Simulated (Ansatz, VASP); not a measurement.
NbSi in VASP and in Ansatz

```
CELL_PARAMETERS angstrom
0.00000 2.60770 2.60770
2.60770 0.00000 2.60770
2.60770 2.60770 0.00000
ATOMIC_POSITIONS crystal
Nb 0.00000 0.00000 0.00000
Si 0.50000 0.50000 0.50000
```

The cell was built by a generator and needn't be a form met in nature.

Alike in both runs: task single point; functional PBE; k mesh 9 × 9 × 9; occupations fermi-dirac, width 0.05 eV; no spin polarisation.

```csv
,VASP,Ansatz
version,VASP 6.6.1,Ansatz 0.2.0
potentials or method,"VASP PAW PBE potentials, release 64 (Nb_sv, Si)",Ansatz PAW soft_1
plane-wave cutoff (eV),520,420
valence electrons in the cell,17,17
```

VASP gave:

```
gap on the k mesh at the Fermi level (eV) : none
pressure (GPa)                            : -5.6
```

**Question.** Estimate Ansatz's values.

**Answer.** gap on the k mesh at the Fermi level (eV): none; pressure (GPa): -5.5.

A gap of «none» marks a metal or a gap that the smearing closes.
